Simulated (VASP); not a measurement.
# Si2W (I4/mmm) in VASP: a series of runs

The runs below take Si2W through relaxation of cell and atoms, with PBEsol, LDA.

Everything below comes from runs of VASP 6.6.1. Logs are shortened: lines on timing, memory, paths and dates and some standing lists are left out, and cuts for length are marked.

## (1) Starting point

It takes space group I4/mmm (No. 139, tetragonal). Conventional cell: a = 3.215 Å, b = 3.215 Å, c = 7.802 Å, α = 90.00°, β = 90.00°, γ = 90.00°. Si (site symmetry 4mm) is surrounded by 5 Si at 2.57 to 2.63 Å and 5 W at 2.61 Å. Around W (site symmetry 4/mmm) lie 10 Si at 2.61 Å.

The cell is a database's computed one.

## (2) Relaxation of cell and atoms, PBEsol

INCAR reads:

```
PREC     = Accurate       # precision mode
ENCUT    = 600            # plane-wave cutoff, eV
EDIFF    = 1E-7           # SCF threshold, eV
ISMEAR   = 0              # smearing method
SIGMA    = 0.1            # smearing width, eV
LREAL    = F              # projectors in reciprocal space
LASPH    = T              # aspherical terms in the spheres
NELM     = 100            # most SCF steps
ALGO     = Normal         # electronic algorithm
ISIF     = 3              # what is computed and relaxed
LWAVE    = F              # write WAVECAR
LCHARG   = F              # write CHGCAR
GGA      = PS             # functional
IBRION   = 2              # ionic algorithm
NSW      = 90             # ionic steps
EDIFFG   = -0.005         # ionic threshold
```

KPOINTS reads:

```
Automatic mesh
0
Gamma
  18 18 18
```

POSCAR reads:

```
Si2W
1.0
   -1.6073666700      1.6073666700      3.9010319200
    1.6073666700     -1.6073666700      3.9010319200
    1.6073666700      1.6073666700     -3.9010319200
Si W
2 1
Direct
    0.3349898400      0.3349898400      0.0000000000
    0.6650101600      0.6650101600      0.0000000000
    0.0000000000      0.0000000000      0.0000000000
```

Potentials or basis: VASP PAW PBE potentials, release 64 (Si, W_sv).

Run with:

```
> cat potpaw_PBE.64/Si/POTCAR potpaw_PBE.64/W_sv/POTCAR > POTCAR
> mpirun -np 1 vasp_std > vasp.out
```

OUTCAR:

```text
PREC = Accurate
   ENCUT = 600
   EDIFF = 1E-7
   ISMEAR = 0
   LREAL = F
   LASPH = T
   NELM = 100
   ISIF = 3
   GGA = PS
   IBRION = 2
   NSW = 90
   EDIFFG = -0.005

 ion  position               nearest neighbor table
   1  0.335  0.335  0.000-   2 2.57   3 2.61   3 2.61   3 2.61   3 2.61   3 2.61   2 2.63   2 2.63
                             2 2.63   2 2.63
   2  0.665  0.665  0.000-   1 2.57   3 2.61   3 2.61   3 2.61   3 2.61   3 2.61   1 2.63   1 2.63
                             1 2.63   1 2.63
   3  0.000  0.000  0.000-   2 2.61   2 2.61   2 2.61   1 2.61   2 2.61   1 2.61   1 2.61   1 2.61
                             1 2.61   2 2.61

  LATTYP: Found a body centered tetragonal cell.
 ALAT       =     3.2147333400
 C/A-ratio  =     2.4269707670

  Lattice vectors:

 A1 = (  -1.6073666700,   1.6073666700,   3.9010319200)
 A2 = (   1.6073666700,  -1.6073666700,   3.9010319200)
 A3 = (   1.6073666700,   1.6073666700,  -3.9010319200)

Analysis of symmetry for initial positions (statically):
=====================================================================
 Subroutine PRICEL returns:
 Original cell was already a primitive cell.

 Routine SETGRP: Setting up the symmetry group for a
 body centered tetragonal supercell.

 Subroutine GETGRP returns: Found 16 space group operations
 (whereof 16 operations were pure point group operations)
 out of a pool of 16 trial point group operations.

The static configuration has the point symmetry D_4h.

Analysis of symmetry for dynamics (positions and initial velocities):
=====================================================================
 Subroutine PRICEL returns:
 Original cell was already a primitive cell.

 Routine SETGRP: Setting up the symmetry group for a
 body centered tetragonal supercell.

 Subroutine GETGRP returns: Found 16 space group operations
 (whereof 16 operations were pure point group operations)
 out of a pool of 16 trial point group operations.

The dynamic configuration has the point symmetry D_4h.

 Subroutine INISYM returns: Found 16 space group operations
 (whereof 16 operations are pure point group operations),
 and found     1 'primitive' translations

----------------------------------------------------------------------------------------

                                     Primitive cell

  volume of cell :      40.3153

  direct lattice vectors                    reciprocal lattice vectors
    -1.607366670  1.607366670  3.901031920     0.000000000  0.311067791  0.128171215
     1.607366670 -1.607366670  3.901031920     0.311067791  0.000000000  0.128171215
[... 112 lines left out ...]
   GGA     = PS    functional components
   LHFCALC =     F    Hartree Fock is set to
   AEXX    =    0.0000 exact exchange contribution
   IVDW    =     0    specifies the selected vdW correction
   LEPSILON=     F    determine dielectric tensor
   LRPA    =     F    only Hartree local field effects (RPA)
 conjugate gradient relaxation of ions
 non-spin polarized calculation
 Gauss-broadening in eV      SIGMA  =   0.10
  energy-cutoff  :      600.00
  volume of cell :       40.32
 maximum number of plane-waves:      1372
   NGX = 17   NGY = 17   NGZ = 17

--------------------------------------- Ionic step        1  -------------------------------------------

 number of electron      21.9999999 magnetization

 Free energy of the ion-electron system (eV)
  ---------------------------------------------------
  ext. energy  EPLUGINS =         0.00000000
  ---------------------------------------------------
  free energy    TOTEN  =       -26.63921055 eV

  energy without entropy =      -26.63832170  energy(sigma->0) =      -26.63876613

------------------------ aborting loop because EDIFF is reached ----------------------------------------

  FORCE on cell =-STRESS in cart. coord.  units (eV):
  Direction    XX          YY          ZZ          XY          YZ          ZX
  --------------------------------------------------------------------------------------
  -------------------------------------------------------------------------------------
  Total       -0.3840171     -0.3840171      0.1670844      0.0000000      0.0000000     -0.0000000
  in kB      -15.2613065    -15.2613065      6.6401369      0.0000000      0.0000000     -0.0000000
  external PRESSURE =      -7.9608254 kB  Pullay stress =       0.0000000 kB
[... 172 lines left out ...]
--------------------------------------- Ionic step        6  -------------------------------------------

 number of electron      21.9999999 magnetization

 Free energy of the ion-electron system (eV)
  ---------------------------------------------------
  ext. energy  EPLUGINS =         0.00000000
  ---------------------------------------------------
  free energy    TOTEN  =       -26.64088130 eV

  energy without entropy =      -26.63999248  energy(sigma->0) =      -26.64043689

 E-fermi :  11.9642     XC(G=0): -12.6408

 val. band max:       11.9385987169   @ k =  -0.3889   0.5000   0.3333
 cond. band min:      12.0156230268   @ k =  -0.3889  -0.4444   0.3333
 fundamental gap:      0.0770243099
 Fermi energy:        11.9642156659

 k-point     1 :       0.0000    0.0000    0.0000
  band No.  band energies     occupation
      1     -61.8254      2.00000
      2     -26.0989      2.00000
      3     -26.0705      2.00000
      4     -26.0705      2.00000
      5      -2.1683      2.00000
      6       5.0556      2.00000
      7       8.2378      2.00000
      8       8.5744      2.00000
      9       9.1063      2.00000
     10       9.1063      2.00000
     11      12.5893      0.00000
     12      14.7751      0.00000
     13      14.8405      0.00000
     14      15.0902      0.00000
[... 401 lines left out ...]
      2     -26.1642      2.00000
      3     -26.0904      2.00000
      4     -26.0686      2.00000
      5      -1.2521      2.00000
      6       5.2009      2.00000
      7       6.5525      2.00000
      8       8.3053      2.00000
      9       9.0825      2.00000
     10       9.8273      2.00000
     11      10.5398      2.00000
     12      13.5898      0.00000
     13      14.2612      0.00000
     14      16.3824      0.00000
     15      16.5173      0.00000

 [... further k-points ...]

------------------------ aborting loop because EDIFF is reached ----------------------------------------

  FORCE on cell =-STRESS in cart. coord.  units (eV):
  Direction    XX          YY          ZZ          XY          YZ          ZX
  --------------------------------------------------------------------------------------
  -------------------------------------------------------------------------------------
  Total        0.0013541      0.0013541      0.0031881      0.0000000      0.0000000     -0.0000000
  in kB        0.0540439      0.0540439      0.1272380      0.0000000      0.0000000     -0.0000000
  external PRESSURE =       0.0784419 kB  Pullay stress =       0.0000000 kB
[... 18 lines left out ...]
  FREE ENERGIE OF THE ION-ELECTRON SYSTEM (eV)
  ---------------------------------------------------
  free  energy   TOTEN  =       -26.6408812962 eV

  energy  without entropy=      -26.6399924810  energy(sigma->0) =      -26.64043689

 reached required accuracy - stopping structural energy minimisation
```

Run time: 21 min. Hardware: 1 thread of AMD EPYC 9R14 (Zen 4), shared host; peak memory 0.47 GiB.

Results:

* Free energy: -26.6409 eV
* Relaxed volume: 13.38 Å³/atom
* Relaxed cell: a = 4.519 Å, b = 4.519 Å, c = 4.519 Å, α = 138.46°, β = 138.46°, γ = 60.20°
* Space group after relaxing (to 0.05 Å): I4/mmm (No. 139)
* Energy gained by relaxing: 0.6 meV/atom
* Ionic steps: 6
* Pressure after relaxing: 0.0 GPa
* Band gap on the k mesh: none (metal or under the smearing width)

The path:
| step | energy change (eV) | largest force (eV/Å) | pressure (GPa) | volume (Å³) |
| --- | --- | --- | --- | --- |
| 1 | 0.0000 | 0.0708 | -0.80 | 40.32 |
| 2 | -0.0004 | 0.0183 | 1.24 | 39.93 |
| 3 | -0.0015 | 0.0421 | 0.29 | 40.10 |
| 4 | -0.0015 | 0.0102 | -0.36 | 40.20 |
| 5 | -0.0017 | 0.0159 | -0.04 | 40.15 |
| 6 | -0.0017 | 0.0006 | 0.01 | 40.14 |

Final structure:
```xyz
3
Lattice="-1.6023 1.6023 3.9093 1.6023 -1.6023 3.9093 1.6023 1.6023 -3.9093" Properties=species:S:1:pos:R:3 pbc="T T T"
Si    0.0000    0.0000    2.6155
Si    0.0000    0.0000    5.2031
W     1.6023    1.6023    3.9093
```

Levels at points of the mesh, in eV from the Fermi level:
| k point | band 8 | band 9 | band 10 | band 11 | band 12 | band 13 | band 14 | band 15 |
| --- | --- | --- | --- | --- | --- | --- | --- | --- |
| (0.00, 0.00, 0.00) | -3.39 | -2.86 | -2.86 | 0.63 | 2.81 | 2.88 | 3.13 | 3.13 |
| (0.50, 0.00, 0.00) | -4.87 | -2.81 | -2.81 | -0.45 | 2.72 | 2.82 | 3.96 | 4.47 |
| (0.50, 0.50, 0.00) | -5.47 | -5.05 | -3.30 | -1.75 | 2.83 | 2.99 | 3.15 | 3.91 |
| (0.50, 0.50, 0.50) | -2.62 | -0.82 | -0.82 | -0.51 | -0.51 | 0.80 | 4.53 | 4.97 |

Caveat: the PAW data sets were made with another functional, which shifts forces and pressure a little. Spin-orbit coupling is left out, which matters for the levels of W.

## (3) Relaxation of cell and atoms, LDA

INCAR, as its differences from that of step 2:

```diff
@@ -12,3 +12,3 @@
 LCHARG   = F              # write CHGCAR
-GGA      = PS             # functional
+GGA      = CA             # functional
 IBRION   = 2              # ionic algorithm
```

KPOINTS is that of step 2.

POSCAR is that of step 2.

Potentials or basis: VASP PAW LDA potentials, release 64 (Si, W_sv).

Run with:

```
> cat potpaw_LDA.64/Si/POTCAR potpaw_LDA.64/W_sv/POTCAR > POTCAR
> mpirun -np 1 vasp_std > vasp.out
```

It took 27 min on 1 thread of AMD EPYC 9R14 (Zen 4), shared host; peak memory 0.44 GiB.

It converged, with:

```yaml
Free_energy: -27.3575 eV
Relaxed_volume: 13.19 Å³/atom
Relaxed_cell: a = 4.496 Å, b = 4.496 Å, c = 4.496 Å, α = 138.46°, β = 138.46°, γ = 60.21°
Space_group_after_relaxing_to_0.05_Å: I4/mmm (No. 139)
Energy_gained_by_relaxing: 3.6 meV/atom
Ionic_steps: 10
Pressure_after_relaxing: 0.0 GPa
Band_gap_on_the_k_mesh: none (metal or under the smearing width)
```

The path:
```tsv
step	energy change (eV)	largest force (eV/Å)	pressure (GPa)	volume (Å³)
1	0.0000	0.0036	-4.21	40.32
2	0.0225	0.1476	8.54	38.29
3	-0.0103	0.0528	0.06	39.57
4	-0.0103	0.0537	0.15	39.56
5	-0.0106	0.0020	-0.01	39.56
6	-0.0107	0.0187	0.04	39.56
7	-0.0107	0.0014	-0.06	39.57
8	-0.0107	0.0025	-0.06	39.57
9	-0.0107	0.0028	0.05	39.56
10	-0.0107	0.0000	0.00	39.56
```

Final structure:
```xyz
3
Lattice="-1.5946 1.5946 3.8898 1.5946 -1.5946 3.8898 1.5946 1.5946 -3.8898" Properties=species:S:1:pos:R:3 pbc="T T T"
Si    0.0000    0.0000    2.6036
Si    0.0000    0.0000    5.1760
W     0.0000    0.0000    0.0000
```

Levels at points of the mesh, in eV from the Fermi level:
```tsv
k point	band 7	band 8	band 9	band 10	band 11	band 12	band 13	band 14	band 15
(0.00, 0.00, 0.00)	-3.68	-3.45	-2.88	-2.88	0.62	2.89	2.94	3.18	3.18
(0.50, 0.00, 0.00)	-5.81	-4.84	-2.85	-2.85	-0.46	2.74	2.84	4.00	4.55
(0.50, 0.50, 0.00)	-6.01	-5.46	-5.06	-3.33	-1.66	2.89	3.00	3.19	3.97
(0.50, 0.50, 0.50)	-3.97	-2.63	-0.79	-0.79	-0.53	-0.53	0.80	4.56	5.04
```

Spin-orbit coupling is left out, which matters for the levels of W.
